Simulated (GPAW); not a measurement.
Runs of GPAW 26.7.0 on LiF. Symmetry: Pm-3m, No. 221, cubic system. The conventional cell has a = 2.560 Å, b = 2.560 Å, c = 2.560 Å, α = 90.00°, β = 90.00°, γ = 90.00°. Around F (site symmetry m-3m) lie 8 Li at 2.22 Å. Around Li (site symmetry m-3m) lie 8 F at 2.22 Å. Measurements of this composition are mostly on another form, of space group No. 225.

| task | level | potentials or basis | cell | smearing | optimizer | fmax | max steps | convergence | band path | gap on the mesh (eV) | pressure (GPa) |
| --- | --- | --- | --- | --- | --- | --- | --- | --- | --- | --- | --- |
| single point | PBE | GPAW PAW data sets (gpaw-data 1.2.1), pw | as given | gaussian 0.05 eV | - | - | - | - | - | 7.47 | (b) |
| relaxation of cell and atoms | LDA | the program's PAW data sets (release 1.2.1) made for this functional, pw | relaxed | gaussian 0.1 eV | FIRE | 0.02 eV/Å | 60 | density=1e-05 forces=0.0001 | - | 8.26 | 0.1 |
| single point | LDA | the program's PAW data sets (release 1.2.1) made for this functional, pw | as given | gaussian 0.05 eV | - | - | - | - | - | 7.27 | -8.2 |
| band structure | RPBE+D3(BJ) | the program's PAW data sets (release 1.2.1) made for this functional, pw | as given | gaussian 0.1 eV | - | - | - | - | GXMGRX,MR | 7.69 | -12.2 |
| single point | RPBE | the program's PAW data sets (release 1.2.1) made for this functional, pw | as given | gaussian 0.1 eV | - | - | - | - | - | 7.69 | (a) |

Alike in all rows: no spin polarisation; k mesh 10 × 10 × 10; cutoff (eV) 800.

Fill in the values left out.

(a) 2.3; (b) -1.2.

Caveats: later steps reuse the first step's grids (some runs).

A k mesh can miss the band edges.
